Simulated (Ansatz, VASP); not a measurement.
This is a calculation of SnSe2 for Ansatz 0.2.0. 

File input.yaml:

```yaml
crystal:
  lattice:
    - [3.811, 0.0, 0.0]
    - [-1.9055, 3.3004228138, 0.0]
    - [0.0, 0.0, 6.136]
  atoms:
    - { symbol: Sn, position: [0.0, 0.0, 0.0] }
    - { symbol: Se, position: [0.6666666667, 0.3333333333, 0.751] }
    - { symbol: Se, position: [0.3333333333, 0.6666666667, 0.249] }
hamiltonian:
  xc: pbe
  pseudopotentials: { kind: paw }
kpoints:
  mp_grid: { grid: [8, 8, 5] }
scf:
  occupations: { method: gaussian, width: 0.012 }
output:
  forces: true
  stress: true
  eigenvalues: true
```

Potentials or basis: Ansatz PAW.

Run with:

```bash
$ ansatz run input.yaml --threads 2 --pin off --max-ram 5632MiB --backend cpu --events-out ev --progress --plain --runs-dir out
```

**Question.** Set up the same calculation for VASP 6.6.1. Potentials or basis there: PBE PAW files Se, Sn_d, 520 eV.

**Answer.** As run (cutoffs and basis follow the program's own potentials, and thresholds, step limits or extra output files can differ):

INCAR

```
ALGO     = Fast           # electronic algorithm
EDIFF    = 1E-6           # SCF threshold, eV
ENCUT    = 520            # plane-wave cutoff, eV
GGA      = PE             # functional
ISIF     = 2              # what is computed and relaxed
ISMEAR   = 0              # smearing method
LASPH    = T              # aspherical terms in the spheres
LCHARG   = T              # write CHGCAR
LELF     = T              # ELF
LREAL    = F              # projectors in reciprocal space
LVHAR    = T            
LWAVE    = F              # write WAVECAR
NBANDS   = 20             # bands
NELM     = 60             # most SCF steps
PREC     = Accurate       # precision mode
SIGMA    = 0.012          # smearing width, eV
```

Contents of KPOINTS:

```
k-points
0
Gamma
  8 8 5
```

POSCAR

```
SnSe2
1.0
    3.8110000000      0.0000000000      0.0000000000
   -1.9055000000      3.3004228138      0.0000000000
    0.0000000000      0.0000000000      6.1360000000
Sn Se
1 2
Direct
    0.0000000000      0.0000000000      0.0000000000
    0.6666666667      0.3333333333      0.7510000000
    0.3333333333      0.6666666667      0.2490000000
```

Potentials or basis: VASP PAW PBE potentials, release 64 (Sn_d, Se).

Command:

```bash
$ cat potpaw_PBE.64/Sn_d/POTCAR potpaw_PBE.64/Se/POTCAR > POTCAR
$ mpirun -np 1 vasp_std > vasp.out
```

Both were run:

|  | Ansatz | VASP |
| --- | --- | --- |
| Pressure | 5.5 GPa | 5.6 GPa |
| Largest force | 0.787 eV/Å | 0.804 eV/Å |

Ansatz's pressure holds a Pulay term of +0.04 GPa for its cutoff of 420 eV, which the other run lacks.

The potentials hold 46 and 26 valence electrons a cell.

Where Ansatz's input types no cutoff or centring, it takes its own default and a Γ-centred mesh.

Pressure is positive in compression.
